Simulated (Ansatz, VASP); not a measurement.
**NiO in VASP and in Ansatz**

INCAR

```
  ALGO = Normal
  EDIFF = 1E-6
  ENCUT = 520
  GGA = PE
  ISIF = 2
  ISMEAR = 0
  ISPIN = 2
  LASPH = True
  LCHARG = True
  LELF = True
  LMAXMIX = 4
  LORBIT = 11
  LREAL = False
  LVHAR = True
  LWAVE = False
  MAGMOM = 1.64 0
  NBANDS = 19
  NELM = 150
  PREC = Accurate
  SIGMA = 0.05
```

KPOINTS

```
k-points
0
Gamma
  12 12 12
```

The input POSCAR:

```
NiO
1.0
    0.0000000000      2.2704427348      2.2704427348
    2.2704427348      0.0000000000      2.2704427348
    2.2704427348      2.2704427348      0.0000000000
Ni O
1 1
Direct
    0.0000000000      0.0000000000      0.0000000000
    0.2500000000      0.2500000000      0.2500000000
```

Input for Ansatz:

```yaml
crystal:
  lattice:
    - [0.0, 2.2704427348, 2.2704427348]
    - [2.2704427348, 0.0, 2.2704427348]
    - [2.2704427348, 2.2704427348, 0.0]
  atoms:
    - { symbol: Ni, position: [0.0, 0.0, 0.0], spin: 1.64 }
    - { symbol: O, position: [0.25, 0.25, 0.25] }
basis:
  ecutwfc: 420
  ecutrho_ratio: 4
kpoints:
  mp_grid: { grid: [12, 12, 12] }
hamiltonian:
  xc: pbe
scf:
  occupations: { method: gaussian, width: 0.05 }
output:
  forces: true
  stress: true
  eigenvalues: true
  populations: true
  write_density: true
  write_potential: true
  elf: true
  volumetric_format: npy
magnetization:
  spin_polarized: true
```

Alike in both runs: task single point; functional PBE; k mesh 12 × 12 × 12; occupations gaussian, width 0.05 eV; collinear spin.

|  | VASP | Ansatz |
| --- | --- | --- |
| version | VASP 6.6.1 | Ansatz 0.2.0 |
| potentials or method | VASP PAW PBE potentials, release 64 (Ni, O) | scalar-relativistic, plane waves, PAW |
| plane-wave cutoff (eV) | 520 | 420 |
| valence electrons in the cell | 16 | 24 |

VASP gave:

* gap on the k mesh at the Fermi level (eV): none
* pressure (GPa): -4.9
* net moment per atom (μB): 0.98
* size of the moment on the site where the two differ most (μB): 1.53

Question: Estimate Ansatz's values.

Answer: gap on the k mesh at the Fermi level (eV): none; pressure (GPa): -5.2; net moment per atom (μB): 0.99; size of the moment on the site where the two differ most (μB): 1.50.

Site moments also hang on the region over which each program counts them. A gap of «none» marks a metal or a gap that the smearing closes. The functional is the same, so the differences come from potentials, cutoffs and numerics. The two sets of potentials don't hold the same shells in valence.

Caveats: a cell with one magnetic atom can't hold antiferromagnetic order, which such compounds often take; semilocal functionals often make such compounds metallic where correlation or magnetic order opens a gap, which also shifts bond lengths.
